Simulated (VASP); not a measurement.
# V3Si4 (C2/m) in VASP: single point with PBE

Aim: the single point of V3Si4 with PBE.

Everything below comes from runs of VASP 6.6.1. Logs are shortened: lines on timing, memory, paths and dates and some standing lists are left out, and cuts for length are marked.

**1. The structure**

The structure is monoclinic, space group C2/m (No. 12). The conventional cell has a = 11.886 Å, b = 3.096 Å, c = 5.535 Å, α = 90.00°, β = 115.66°, γ = 90.00°. V (site symmetry m) has 6 Si at 2.19 to 2.34 Å as nearest neighbours. V (site symmetry 2/m) has 6 Si at 2.27 to 2.33 Å as nearest neighbours. Around Si (site symmetry m) lie 4 V at 2.19 to 2.27 Å. Si (site symmetry m) is surrounded by 5 V at 2.33 to 2.34 Å.

The cell was built by a generator and needn't be a form met in nature.

**2. Single point, PBE**

The input, INCAR:

```
SYSTEM = V3Si4
ALGO = Fast
EDIFF = 1E-7
ENCUT = 520
GGA = PE
ISIF = 2
ISMEAR = 0
LASPH = .TRUE.
LCHARG = .FALSE.
LREAL = .FALSE.
LWAVE = .FALSE.
NBANDS = 36
NELM = 80
PREC = Accurate
SIGMA = 0.0128
```

The input, KPOINTS:

```
k-points
0
G
  7 7 4
  0 0 0
```

The input, POSCAR:

```
V3Si4
1.0
    0.0000000000      3.0962650000      0.0000000000
    5.9429990000     -1.5481330000      0.0000000000
    2.3968130000      0.0000000000     -4.9891100000
V Si
3 4
Direct
    0.7440000000      0.4880000000      0.3030000000
    0.2560000000      0.5120000000      0.6970000000
    0.0000000000      0.0000000000      0.0000000000
    0.1130000000      0.2260000000      0.5470000000
    0.8870000000      0.7740000000      0.4530000000
    0.6400000000      0.2800000000      0.0280000000
    0.3600000000      0.7200000000      0.9720000000
```

Potentials or basis: VASP PAW PBE potentials, release 64 (V_sv, Si).

Command:

```
$ cat potpaw_PBE.64/V_sv/POTCAR potpaw_PBE.64/Si/POTCAR > POTCAR
$ mpirun -np 1 vasp_std > vasp.out
```

OUTCAR:

```text
SYSTEM = V3Si4
   EDIFF = 1E-7
   ENCUT = 520
   GGA = PE
   ISIF = 2
   ISMEAR = 0
   LASPH = .TRUE.
   LREAL = .FALSE.
   NELM = 80
   PREC = Accurate

 ion  position               nearest neighbor table
   1  0.744  0.488  0.303-   5 2.19   4 2.20   4 2.20   7 2.34   7 2.34   6 2.34   2 2.73   2 2.73
                             3 2.77
   2  0.256  0.512  0.697-   4 2.19   5 2.20   5 2.20   6 2.34   6 2.34   7 2.34   1 2.73   1 2.73
                             3 2.77
   3  0.000  0.000  0.000-   4 2.27   5 2.27   6 2.33   7 2.33   7 2.33   6 2.33   1 2.77   2 2.77

   4  0.113  0.226  0.547-   2 2.19   1 2.20   1 2.20   3 2.27   5 2.95
   5  0.887  0.774  0.453-   1 2.19   2 2.20   2 2.20   3 2.27   4 2.95
   6  0.640  0.280  0.028-   3 2.33   3 2.33   2 2.34   2 2.34   1 2.34   7 2.94   7 2.94
   7  0.360  0.720  0.972-   3 2.33   3 2.33   1 2.34   1 2.34   2 2.34   6 2.94   6 2.94

  LATTYP: Found a base centered monoclinic cell.
 ALAT       =    11.8859980000
 B/A-ratio  =     0.2604968468
 C/A-ratio  =     0.4656717471
 COS(beta)  =    -0.4330306224

  Lattice vectors:

 A1 = (  -5.9429990000,  -1.5481320000,   0.0000000000)
 A2 = (  -5.9429990000,   1.5481330000,   0.0000000000)
 A3 = (   2.3968130000,   0.0000000000,  -4.9891100000)

Analysis of symmetry for initial positions (statically):
=====================================================================
 Subroutine PRICEL returns:
 Original cell was already a primitive cell.

 Routine SETGRP: Setting up the symmetry group for a
 base centered monoclinic supercell.

 Subroutine GETGRP returns: Found  4 space group operations
 (whereof  4 operations were pure point group operations)
 out of a pool of  4 trial point group operations.

The static configuration has the point symmetry C_2h.

Analysis of symmetry for dynamics (positions and initial velocities):
=====================================================================
 Subroutine PRICEL returns:
 Original cell was already a primitive cell.

 Routine SETGRP: Setting up the symmetry group for a
 base centered monoclinic supercell.

 Subroutine GETGRP returns: Found  4 space group operations
 (whereof  4 operations were pure point group operations)
 out of a pool of  4 trial point group operations.

The dynamic configuration has the point symmetry C_2h.

 Subroutine INISYM returns: Found  4 space group operations
 (whereof  4 operations are pure point group operations),
 and found     1 'primitive' translations

----------------------------------------------------------------------------------------

[... 111 lines left out ...]
   TEBEG  =    0.0;   TEEND  =   0.0 temperature during run
   PSTRESS=    0.0 pullay stress
   NELECT =      55.0000    total number of electrons
   NUPDOWN=      -1.0000    fix difference up-down
   EMIN   =  10.00;   EMAX   =-10.00  energy-range for DOS
   EFERMI =   0.00;   METHOD = LEGACY
   ISMEAR =     0;   SIGMA  =   0.01  broadening in eV -4-tet -1-fermi 0-gaus
   EFERMI_NEDOS =   21; number of points for ismear=-14 and -15
   IALGO  =     68    algorithm
   IMIX   =      4    mixing-type and parameters
     AMIX     =   0.40;   BMIX     =  1.00
     AMIX_MAG =   1.60;   BMIX_MAG =  1.00
  volume/ion in A,a.u.               =      13.12        88.50
  Fermi-wavevector in a.u.,A,eV,Ry     =   1.380088  2.607988 25.914239  1.904643
  Thomas-Fermi vector in A             =   2.504997
   LORBIT       =      0    0 simple, 1 ext, 2 COOP (PROOUT), +10 PAW based schemes
   GGA     = PE    functional components
   LHFCALC =     F    Hartree Fock is set to
   AEXX    =    0.0000 exact exchange contribution
   IVDW    =     0    specifies the selected vdW correction
   LEPSILON=     F    determine dielectric tensor
   LRPA    =     F    only Hartree local field effects (RPA)
 non-spin polarized calculation
 RMM-DIIS sequential band-by-band and
 Gauss-broadening in eV      SIGMA  =   0.01
  energy-cutoff  :      520.00
  volume of cell :       91.81
 maximum number of plane-waves:      2485
   NGX = 11   NGY = 23   NGZ = 21

 number of electron      54.9999999 magnetization

 Free energy of the ion-electron system (eV)
  ---------------------------------------------------
  ext. energy  EPLUGINS =         0.00000000
  ---------------------------------------------------
  free energy    TOTEN  =       -43.64647259 eV

  energy without entropy =      -43.64604273  energy(sigma->0) =      -43.64625766

 E-fermi :  10.0660     XC(G=0): -12.0269

 val. band max:       10.0602893215   @ k =  -0.2857   0.1429   0.2500
 cond. band min:      10.0702401973   @ k =  -0.4286   0.2857   0.2500
 fundamental gap:      0.0099508759
 Fermi energy:        10.0659564192

 k-point     1 :       0.0000    0.0000    0.0000
  band No.  band energies     occupation
      1     -53.4547      2.00000
      2     -53.2096      2.00000
      3     -53.1546      2.00000
      4     -27.5211      2.00000
      5     -27.3890      2.00000
      6     -27.3702      2.00000
[... 925 lines left out ...]
     35      14.2649      0.00000
     36      15.2460      0.00000

 [... further k-points ...]

------------------------ aborting loop because EDIFF is reached ----------------------------------------

  FORCE on cell =-STRESS in cart. coord.  units (eV):
  Direction    XX          YY          ZZ          XY          YZ          ZX
  --------------------------------------------------------------------------------------
  -------------------------------------------------------------------------------------
  Total       30.8903323     20.7311751     23.2676001     -0.0000027     -0.0000011      2.3988697
  in kB      539.0962392    361.7992335    406.0647712     -0.0000470     -0.0000199     41.8649314
  external PRESSURE =     435.6534146 kB  Pullay stress =       0.0000000 kB

 VOLUME and BASIS-vectors are now :
 -----------------------------------------------------------------------------
  energy-cutoff  :      520.00
  volume of cell :       91.81
      direct lattice vectors                 reciprocal lattice vectors
     0.000000000  3.096265000  0.000000000     0.084132634  0.322969772  0.040418069
     5.942999000 -1.548133000  0.000000000     0.168265214  0.000000000  0.080836112
     2.396813000  0.000000000 -4.989110000     0.000000000  0.000000000 -0.200436551

 POSITION                                       TOTAL-FORCE (eV/Angst)
 -----------------------------------------------------------------------------------
      3.62642      1.54813     -1.51170         0.651920     -0.000000      3.140049
      4.71339     -0.00000     -3.47741        -0.651920      0.000000     -3.140049
      0.00000      0.00000      0.00000         0.000000      0.000000      0.000000
      2.65417     -0.00000     -2.72904        -5.007021      0.000000     -0.028217
      5.68564      1.54813     -2.26007         5.007021     -0.000000      0.028217
      1.73115      1.54813     -0.13970        -0.635384      0.000000     -1.794844
      6.60866     -0.00000     -4.84941         0.635384     -0.000000      1.794844
 -----------------------------------------------------------------------------------
    total drift:                               -0.000000      0.000000      0.000000

  FREE ENERGIE OF THE ION-ELECTRON SYSTEM (eV)
  ---------------------------------------------------
  free  energy   TOTEN  =       -43.6464725870 eV

  energy  without entropy=      -43.6460427332  energy(sigma->0) =      -43.64625766
```

stdout:

```text
POSCAR found type information on POSCAR V Si
 POSCAR found :  2 types and       7 ions
 scaLAPACK will be used
 LDA part: xc-table for (Slater+PW92), standard interpolation
 POSCAR, INCAR and KPOINTS ok, starting setup
 FFT: planning ... GRIDC
 FFT: planning ... GRID_SOFT
 FFT: planning ... GRID
 WAVECAR not read
 entering main loop
```

Wall time 5.5 min (1 thread of AMD EPYC 7R13 (Zen 3), shared host); peak memory 0.27 GiB.

Results:

* Free energy: -43.6465 eV
* Pressure: 43.6 GPa
* Largest force: 5.007 eV/Å
* Band gap on the k mesh: none (metal or under the smearing width)

Forces on the atoms (eV/Å):
```
V    0.652  0.000  3.140
V   -0.652  0.000 -3.140
V    0.000  0.000  0.000
Si  -5.007  0.000 -0.028
Si   5.007  0.000  0.028
Si  -0.635  0.000 -1.795
Si   0.635  0.000  1.795
```

Stress tensor (GPa, compression positive):
```
53.91  0.00  4.19
 0.00 36.18  0.00
 4.19  0.00 40.61
```

Levels at points of the mesh, in eV from the Fermi level:
| k point | band 25 | band 26 | band 27 | band 28 | band 29 | band 30 |
| --- | --- | --- | --- | --- | --- | --- |
| (0.00, 0.00, 0.00) | -0.34 | -0.21 | -0.20 | 0.26 | 0.56 | 0.90 |
| (0.00, 0.00, 0.50) | -0.77 | -0.34 | 0.14 | 0.28 | 0.49 | 1.02 |

Caveat: a pressure of tens of GPa on the cell as given is suspect, and the run, the potentials or the cell itself is likely at fault; forces of over 1 eV/Å show positions far from the minimum, so gaps and moduli don't describe the material at rest.
